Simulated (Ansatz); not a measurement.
The system is Co.

```
CELL_PARAMETERS angstrom
2.47200 0.00000 0.00000
-1.23600 2.14081 0.00000
0.00000 0.00000 4.02114
ATOMIC_POSITIONS crystal
Co 0.66667 0.33333 0.75000
Co 0.33333 0.66667 0.25000
```

Base run:

- Program: Ansatz 0.2.0
- Functional: PBEsol
- Potentials or basis: all-electron LAPW, scalar-relativistic
- Cutoff: 315 eV (chosen from the basis error)
- Basis error allowed: 0.001 eV/atom
- k mesh: 12 × 12 × 7
- Occupations: fermi-dirac, width 0.05 eV
- Spin: no spin polarisation

Its results: band gap on the k mesh none (metal or under the smearing width); pressure -17.5 GPa.

Task: The run is repeated on the same cell with these changes: spin from no spin polarisation to collinear spin, ferrimagnetic start. What comes out?

Result: Band gap on the k mesh none (metal or under the smearing width); pressure -5.8 GPa; net moment 3.20 μB per cell; site moments Co +1.65 μB.

Caveats: the starting moments weren't kept (some runs).
